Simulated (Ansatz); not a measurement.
**Al2Ru: equation of state with PBEsol**

Crystal: Al2Ru.

```
Ru Al
1.0
    -1.56042    1.56042    4.22181
     1.56042   -1.56042    4.22181
     1.56042    1.56042   -4.22181
Ru Al
1 2
Direct
  0.00000 0.00000 0.00000
  0.34080 0.34080 0.00000
  0.65920 0.65920 0.00000
```

The cell comes from a database or a generator and needn't be the stable form of this composition.

| Quantity | Value |
| --- | --- |
| Program | Ansatz 0.2.0 |
| Task | equation of state |
| Functional | PBEsol |
| Potentials or basis | Ansatz PAW |
| Cutoff | 420 eV |
| Density cutoff | 1680 eV |
| k mesh | 12 × 12 × 12 |
| Occupations | fermi-dirac, width 0.05 eV |
| Spin | no spin polarisation |

```
Equilibrium volume                        : 13.67 Å³/atom
Bulk modulus at fixed shape and positions : 183 GPa
Pressure derivative of the bulk modulus   : 4.4
```

Energy against volume, from the lowest point:
```csv
volume (Å³/atom),energy (meV/atom)
12.884,28.93
13.158,11.86
13.432,2.48
13.706,0.00
13.980,3.72
14.255,13.01
14.529,27.31
```

All runs of the series together: 25 s on 2 threads of Arm Neoverse V1, on a shared host.

Caveat: the cell was scaled at fixed shape and fractional positions, which overstates the stiffness of a crystal with free parameters, most of all of layers and chains.
